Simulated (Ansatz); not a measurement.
The system is Ca.

```xyz
1
Lattice="-2.2400 2.2400 2.2400 2.2400 -2.2400 2.2400 2.2400 2.2400 -2.2400" Properties=species:S:1:pos:R:3 pbc="T T T"
Ca    0.0000    0.0000    0.0000
```

This isn't the form of Ca at room conditions, which is fcc.

```yaml
Program: Ansatz 0.2.0
Task: relaxation of cell and atoms
Functional: PBE
Potentials_or_basis: Ansatz PAW
Cutoff: "420 eV (not typed: the program's choice for these potentials)"
k_mesh: 8 × 8 × 8
Occupations: fermi-dirac, width 0.05 eV
Spin: no spin polarisation
```

At the start: volume 44.96 Å³/atom.

Problem. Where does the relaxation end?

Solution. It ends after 4 steps and the volume is 42.06 Å³/atom (-6.4 %); space group Im-3m (No. 229, to 0.05 Å).

Step by step:
```
step  energy change (eV)  largest force (eV/Å)  volume (Å³)
   1              0.0000                0.0000        44.96
   2             -0.0055                0.0000        43.85
   3             -0.0089                0.0000        42.06
   4             -0.0088                0.0000        42.06
```

Final structure:
```cif
data_structure
_symmetry_space_group_name_H-M 'P 1'
_symmetry_Int_Tables_number 1
_cell_length_a 3.7947
_cell_length_b 3.7947
_cell_length_c 3.7947
_cell_angle_alpha 109.471
_cell_angle_beta 109.471
_cell_angle_gamma 109.471
_cell_volume 42.06
loop_
_atom_site_label
_atom_site_type_symbol
_atom_site_fract_x
_atom_site_fract_y
_atom_site_fract_z
_atom_site_occupancy
Ca1 Ca 0.00000 0.00000 0.00000 1
```

Caveat: the plane-wave basis is chosen anew once the cell has moved, so the energies of steps on either side of that aren't comparable.
